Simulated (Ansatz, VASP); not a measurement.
# Cross-check of InP between VASP and Ansatz, part 2 of 2

Wanted: the spread between two codes on one cell, functional and k mesh. The cell is taken from a series of VASP runs on this material, whose earlier steps may have relaxed, scaled or displaced it; both programs get it as it stands.

VASP 6.6.1 and Ansatz 0.2.0.

So far. Step 2 (VASP: band structure, HSE06): The k-mesh is coarse for exact exchange; levels may shift by about 0.1 eV on a finer one.

### 3. Ansatz: band structure, HSE06

Level of this step: Ansatz beside VASP: Kohn-Sham DFT, plane waves, HSE06 (Ansatz).

Ansatz runs on its default PAW (the set named soft_2) files.

The same cell, functional, mesh and smearing now go to Ansatz, which takes its cutoff from its data sets.

input.yaml reads:

```yaml
crystal:
  lattice:
    - [0.0, 2.93435, 2.93435]
    - [2.93435, 0.0, 2.93435]
    - [2.93435, 2.93435, 0.0]
  atoms:
    - { symbol: In, position: [0.0, 0.0, 0.0] }
    - { symbol: P, position: [0.75, 0.75, 0.75] }
hamiltonian:
  xc: { exchange: pbe, correlation: pbe, exx: { coeff: 0.25, omega: 0.2 } }
  pseudopotentials: { kind: paw }
kpoints:
  mp_grid: { grid: [4, 4, 4] }
  band_path:
    path:
      - [0.0, 0.0, 0.0]
      - [0.5, 0.0, 0.5]
      - [0.5, 0.22222, 0.72222]
      - [0.40278, 0.34722, 0.75]
      - [0.125, 0.125, 0.25]
      - [0.27778, 0.27778, 0.27778]
      - [0.55556, 0.38889, 0.55556]
      - [0.58333, 0.25, 0.66667]
      - [0.5, 0.30556, 0.69444]
      - [0.48611, 0.48611, 0.52778]
      - [0.625, 0.25, 0.625]
      - [0.5, 0.0, 0.5]
    npoints: 1
scf:
  occupations: { method: gaussian, width: 0.03 }
  n_extra_bands: 7
output:
  forces: true
  stress: true
  eigenvalues: true
```

On the command line:

```console
> ansatz run input.yaml --threads 4 --pin off --max-ram 9216MiB --backend cpu --events-out ev --progress --plain --runs-dir out
```

Numbers of over 12 decimals in the logs are rounded to 6 here.

What it wrote:

```text
Warning: output.stress: scf.convergence.dr2_threshold = 1e-7 eV (the SCF's general default) is looser than the 2e-10 eV advised for a printed stress (1e-10 eV for each atom of the cell: 2). What an SCF threshold leaves in a stress goes as its square root, and in the free energy as the threshold itself, and one threshold admits the most on a small cell: [figures from the program's tests cut] Set scf.convergence.dr2_threshold to 2e-10 eV or tighter. The threshold is an SCF's pass mark: one that does not reach it within its budget of iterations ends unconverged, or closes short of it on a stop that the run arms, and scf.convergence.dr2_threshold's page says what that costs each kind of run
Warning: output.stress: scf.exx.energy_threshold = 1e-6 eV is looser than the 2e-8 eV advised for a stress under a hybrid functional (1e-8 eV for each atom of the cell: 2). Every SCF of the exchange loop can meet its threshold on dr2 while the loop round them stops early: no threshold on dr2 bounds what that leaves in the stress. Set scf.exx.energy_threshold to 2e-8 eV or tighter. The threshold is the loop's pass mark: a loop that does not reach it within its budget of cycles ends unconverged, and scf.exx.energy_threshold's page has the law
scf.n_extra_bands = 7 over 9 filled bands (N_el = 18.0): the run solves 16 bands
Engine: ansatz 0.2.0, aarch64-unknown-linux-gnu
Pseudopotentials: kind: paw
Pseudopotential: In, paw, valence charge 13, recommended cutoff 420 eV (normal), In.paw.azcp
Pseudopotential: P, paw, valence charge 5, recommended cutoff 420 eV (normal), P.paw.azcp
Functional definition: unnamed
  parameter a_1 = 0.25
  parameter omega_1 = 0.2/angstrom
  exchange = pbe_x + (-a_1)*pbe_x_sr(omega_1) + a_1*exact_x_sr(omega_1)
  correlation = pbe_c
Crystal: 2 atoms, lattice volume = 50.532 Å³
Basis set: ecut = 420 eV, 965 PW (Γ), exchange–correlation on 60×60×60 points (8 copies of the dense FFT grid, shifted against one another)
Bands: 16, of which v1, the nominal top of the filled ones, is band 9 counted from 1 (8 counted from 0)
Symmetry: 24 space group operations
Space group: F-43m (ITA 216), of the structure as read, at distance tolerance 3.7e-5 Å
k-points: 8 of 64 (time reversal used)
Non-local potential: In, projectors of the file, l = 0: 2, l = 1: 2, l = 2: 2, l = 3: 2
Non-local potential: P, projectors of the file, l = 0: 2, l = 1: 2, l = 2: 2
PAW form: soft (Blöchl's): semilocal exchange-correlation on the pseudo side does not see the compensation charge
PAW frozen core: In, regenerated for the run's functional, and the local potential with it (the file was generated under x = pbe(κ = 0.804, μ = 0.219515), c = pbe(β = 0.066725))
PAW frozen core: P, regenerated for the run's functional, and the local potential with it (the file was generated under x = pbe(κ = 0.804, μ = 0.219515), c = pbe(β = 0.066725))
PAW one-centre angular grid: In, 590 points (default); XC on 64 Gauss nodes
PAW one-centre angular grid: P, 110 points (default); XC on 64 Gauss nodes
Initial density: superposition of atomic densities (neutral atoms: chi_scale 0, normalization atom), corrected by the library's trained network
Initial wavefunctions: pseudopotential atomic-orbital guess
Functional: x = pbe(κ = 0.804, μ = 0.219515), c = pbe(β = 0.066725), warm-up for x = pbe(κ = 0.804, μ = 0.219515) + 0.25 (exact − pbe) at short range (hse, ω = 0.2 Å⁻¹), c = pbe(β = 0.066725)
SCF iter   1: F=—  HF=-6353.875267 eV  |F-HF|=—  |Δ(HF+E_count)|=         —  Δρ=1.33e-3  dr2=8.34e-4  ethr=1.77e-3  ⟨swp⟩=11.9  Hψ=674  notcnv=0
preconditioner: auto → none  [insulator: Δε(μ)=0.680 eV  Ē_g=17.033 eV  σ=0.030 eV  W_gap=1.00  n_scr=14 (ndim 8)  ℏωp=22.2 eV  f_vac=0.021  D(μ)=0.00/eV (n_scr^D=0)]
iter 2 solved again at ethr=3.84e-7 eV; its pass at ethr=4.63e-6 eV (dr2=6.92e-5 eV) is discarded
SCF iter   2: F=—  HF=-6353.875361 eV  |F-HF|=—  |Δ(HF+E_count)|=   9.37e-5  Δρ=3.35e-4  dr2=6.91e-5  ethr=3.84e-7  ⟨swp⟩=2.1  Hψ=601  notcnv=0
SCF iter   3: F=-6353.875388 eV  HF=-6353.875373 eV  |F-HF|=1.50e-5  |Δ(HF+E_count)|=   1.22e-5  Δρ=1.90e-4  dr2=1.09e-5  ethr=3.84e-7  ⟨swp⟩=2.4  Hψ=203  notcnv=0
SCF 1 stopped early in 3 iterations: F = -6353.875388 eV  dr2 = 1.09e-5
  greatest PAW one-centre occupation: 0.981 electrons in one spin orbital (limit 2), on the In atom at site 0 (counted from 0), in its partial waves of l = 2
Initial density: handed on by an earlier stage of this run
Initial wavefunctions: those handed on with the density
Functional: x = pbe(κ = 0.804, μ = 0.219515) + 0.25 (exact − pbe) at short range (hse, ω = 0.2 Å⁻¹), c = pbe(β = 0.066725)
Exchange kernel: α = 0.2500, screened, ω = 0.2000 Å⁻¹, Wigner–Seitz truncation, v(0) = 1109.0174 eV·Å³, q-mesh 4×4×4, nearest image of the exchange supercell L = 16.60 Å, pair-density grid 18×18×18, without the augmentation charges, whose exchange is taken in its separable form by FFT convolution over the k-point mesh (sized by the pseudopotential files, 24×24×24 at the most), smooth part of the exact exchange by density-matrix convolution
Frozen-core exchange: fock
SCF iter   1: F=—  HF=-6358.418625 eV  |F-HF|=—  |Δ(HF+E_count)|=         —  Δρ=5.47e-3  dr2=9.10e-3  ethr=6.04e-7  ⟨swp⟩=10.2  Hψ=730  notcnv=0
preconditioner: auto → none  [insulator: Δε(μ)=1.476 eV  Ē_g=19.222 eV  σ=0.030 eV  W_gap=1.00  n_scr=14 (ndim 8)  ℏωp=22.2 eV  f_vac=0.019  D(μ)=0.00/eV (n_scr^D=0)]
SCF iter   2: F=—  HF=-6358.416465 eV  |F-HF|=—  |Δ(HF+E_count)|=   2.16e-3  Δρ=1.71e-3  dr2=1.46e-3  ethr=6.04e-7  ⟨swp⟩=4.0  Hψ=395  notcnv=0
SCF iter   3: F=—  HF=-6358.421047 eV  |F-HF|=—  |Δ(HF+E_count)|=   4.58e-3  Δρ=1.15e-3  dr2=3.83e-4  ethr=6.04e-7  ⟨swp⟩=4.4  Hψ=378  notcnv=0  defer=2
SCF iter   4: F=—  HF=-6358.420968 eV  |F-HF|=—  |Δ(HF+E_count)|=   7.87e-5  Δρ=1.76e-4  dr2=1.56e-5  ethr=6.04e-7  ⟨swp⟩=3.0  Hψ=243  notcnv=0
SCF iter   5: F=-6358.421015 eV  HF=-6358.421015 eV  |F-HF|=6.94e-7  |Δ(HF+E_count)|=   4.70e-5  Δρ=9.00e-5  dr2=2.48e-6  ethr=5.82e-8  ⟨swp⟩=4.4  Hψ=282  notcnv=0  defer=2
SCF 2 stopped early in 5 iterations: F = -6358.421015 eV  dr2 = 2.48e-6
  greatest PAW one-centre occupation: 0.983 electrons in one spin orbital (limit 2), on the In atom at site 0 (counted from 0), in its partial waves of l = 2
hybrid outer 1: dexx = +5.360e-3 eV, tail = 1.13e-5 eV
Exchange kernel: α = 0.2500, screened, ω = 0.2000 Å⁻¹, Wigner–Seitz truncation, v(0) = 1109.0174 eV·Å³, q-mesh 4×4×4, nearest image of the exchange supercell L = 16.60 Å, pair-density grid 18×18×18, without the augmentation charges, whose exchange is taken in its separable form by FFT convolution over the k-point mesh (sized by the pseudopotential files, 24×24×24 at the most), smooth part of the exact exchange by density-matrix convolution
Frozen-core exchange: fock
SCF iter   1: F=—  HF=-6358.420903 eV  |F-HF|=—  |Δ(HF+E_count)|=         —  Δρ=3.69e-5  dr2=4.22e-7  ethr=3.14e-7  ⟨swp⟩=6.1  Hψ=360  notcnv=0
preconditioner: auto → none  [insulator: Δε(μ)=1.531 eV  Ē_g=19.182 eV  σ=0.030 eV  W_gap=1.00  n_scr=14 (ndim 8)  ℏωp=22.2 eV  f_vac=0.019  D(μ)=0.00/eV (n_scr^D=0)]
SCF iter   2: F=—  HF=-6358.420903 eV  |F-HF|=—  |Δ(HF+E_count)|=   7.96e-8  Δρ=9.77e-6  dr2=5.24e-8  ethr=2.11e-9  ⟨swp⟩=4.0  Hψ=316  notcnv=0
SCF iter   3: F=—  HF=-6358.420903 eV  |F-HF|=—  |Δ(HF+E_count)|=   1.71e-7  Δρ=7.86e-6  dr2=2.66e-8  ethr=1.15e-10  ⟨swp⟩=4.5  Hψ=369  notcnv=0  defer=3
SCF iter   4: F=-6358.420903 eV  HF=-6358.420903 eV  |F-HF|=5.39e-10  |Δ(HF+E_count)|=   9.01e-9  Δρ=1.51e-6  dr2=9.36e-10  ethr=1.15e-10  ⟨swp⟩=3.1  Hψ=220  notcnv=0  defer=2
SCF 3 converged in 4 iterations: F = -6358.420903 eV  dr2 = 9.36e-10
  Residual-converged pass: ⟨swp⟩=3.0  Hψ=272  notcnv=0  max |occ|·‖R‖ = 2.2e-6 eV (tolerance 2.4e-6 eV)  dr2=9.16e-10  dr2_onsite=3.10e-10  max |Δocc| = 1.9e-291
hybrid outer 2: dexx = +1.751e-7 eV, tail = 3.81e-9 eV, Δε = 1.33e-3 eV (about 3.62e-5 eV left of the loop's levels)
NSCF: frozen V_eff on 12 k-points
hybrid SCF converged: 2 outer / 9 inner (+3 warm-up), last move |dexx| = 1.75e-7 eV, tail = 3.81e-9 eV
Stability not checked: this state was not tested for a lower state beside it, because the functional holds exact exchange (a hybrid, or Hartree-Fock), whose exchange loop this test does not read (fock_operator; see scf.lower_state_search)
Free energy (F): -6358.420903 eV
Frozen-core exchange: fock
Harris-Foulkes:  -6358.420903 eV  (|F-HF|=5.39e-10)
Internal energy: -6358.420903 eV  (E = F + TS)
E sigma→0 (E₀):  -6358.420903 eV
Fermi energy:    7.302111 eV
--- Per-component energies (eV) ---
  E_band       = -81.241306
  E_kinetic    = 314.029411
  E_local      = -1402.016193  (includes V_loc(G=0)·N_el)
  E_nonlocal   = 401.282399
  E_hartree    = 554.620412
  E_xc         = -220.494900
  E_vxc        = -128.238481  (∫ρ·V_xc dr)
  E_exx        = -40.785411  (= α·E_x^exact, valence–valence)
  E_paw        = -4746.387173  (= ΣΔE_a)
  E_vpaw       = -293.968917  (= ΣTr[D̂ρ^β])
  E_aug_tail   = 0.000030  (compensation charges beyond the density's cutoff)
  E_ewald      = -1219.106662
  E_core_change = 0.437182  (= ΣΔE_core)
  E_smearing   = -0.000000  (= −TS)
  E_closure    = 0.000003  (closes the sum)
  Σ components = -6358.420903   (vs F -6358.420903, Δ=-9.09e-13)
--- Forces (eV/Å), atoms counted from 1 ---
  atom   1  In    -0.00000000     0.00000000     0.00000000
  atom   2  P      0.00000000    -0.00000000     0.00000000
  max |Σ_I F_I| component: 7.40e-17 eV/Å
--- Stress (GPa, compression-positive) ---
        1.397247       0.000000       0.000000
       -0.000000       1.397247       0.000000
       -0.000000       0.000000       1.397247
  P = ⅓ Tr σ = 1.3972 GPa (13.972 kbar)
--- Band table (eV; the first three rows and the last of 8) ---
  k-point 0: bands = [... 5 lower, -6.1622, 6.5362, 6.5362, 6.5362, 8.0674, 11.4695, 11.4695, 11.4695, ... 3 higher]
  k-point 1: bands = [... 5 lower, -5.4317, 2.8653, 5.9368, 5.9368, 9.1439, 12.2160, 12.2160, 12.7954, ... 3 higher]
  k-point 2: bands = [... 5 lower, -4.3008, 0.3109, 5.4803, 5.4803, 8.8222, 12.2050, 12.2050, 14.5894, ... 3 higher]
  k-point 7: bands = [... 5 lower, -3.5094, 0.4913, 3.3309, 3.4059, 11.5990, 11.9487, 13.0493, 13.5891, ... 3 higher]
```

It took 15 s on 4 threads of Arm Neoverse V2, shared host; peak memory 0.65 GiB.

### 4. Side by side

Known differences besides the potentials themselves: exact exchange at q = 0 is treated differently, which shows on coarse meshes; VASP keeps PBE cores, Ansatz makes them for the functional; the cutoff is 420 eV in Ansatz and 350 eV in VASP; VASP takes a coarser grid for exact exchange (PRECFOCK = Fast). Total energies have different zeros and are not compared.

Both answers:

```
                     quantity  Ansatz   VASP  difference
gap over the path points (eV)   1.531  1.527      +0.004
```

Levels at points of the path, from each program's valence-band top (eV; 3 filled, then empty):

```
k (reciprocal lattice)                             Ansatz                               VASP
     0.000 0.000 0.000      0.00 0.00 0.00 1.53 4.93 4.93      0.00 0.00 0.00 1.53 4.94 4.94
     0.500 0.000 0.500  -6.23 -2.53 -2.53 2.40 3.02 10.43  -6.23 -2.53 -2.53 2.40 3.02 10.44
     0.500 0.222 0.722   -6.05 -3.19 -3.12 4.86 5.26 6.74   -6.05 -3.18 -3.11 4.86 5.26 6.74
     0.403 0.347 0.750   -6.05 -3.56 -2.21 3.26 5.31 8.14   -6.06 -3.55 -2.21 3.26 5.31 8.15
     0.125 0.125 0.250   -2.66 -1.14 -0.26 3.17 4.97 5.39   -2.66 -1.14 -0.25 3.17 4.97 5.40
     0.278 0.278 0.278   -4.12 -0.69 -0.69 2.56 5.72 5.72   -4.12 -0.69 -0.69 2.56 5.73 5.73
     0.556 0.389 0.556   -6.07 -2.44 -1.42 3.42 5.28 6.52   -6.07 -2.44 -1.42 3.42 5.28 6.52
     0.583 0.250 0.667   -6.05 -3.53 -2.33 3.47 5.32 7.84   -6.05 -3.53 -2.33 3.47 5.33 7.85
     0.500 0.306 0.694   -5.98 -3.43 -2.57 4.76 5.30 6.47   -5.98 -3.43 -2.57 4.76 5.31 6.47
     0.486 0.486 0.528   -6.21 -1.19 -1.08 2.42 5.59 5.73   -6.21 -1.19 -1.08 2.42 5.60 5.73
```

Among the levels compared at these points, filled levels agree within 2 meV and empty ones within 13 meV.

### 5. Results

| Quantity | Value |
| --- | --- |
| difference in gap over the path points (band structure, HSE06) | 0.0038 eV |

What this shows: The difference in gap over the path points is 0.0038 eV (band structure, HSE06), within the 0.08 eV picked in this series as the mark of a large difference. How closely two codes agree says nothing of how well the functional describes the real material.

[Lines on the potential files, build, host, timing and source positions are cut from VASP's logs without a mark.]

[Logs are printed without paths, hosts, clocks, repeated set-up lines and the standing remarks that a program may print on its own settings, such as how far it seeks lower states.]

[Hosts, paths, dates, database ids (printed as entryN), source tags and the programs' standing remarks are cut or masked in the printed files.]
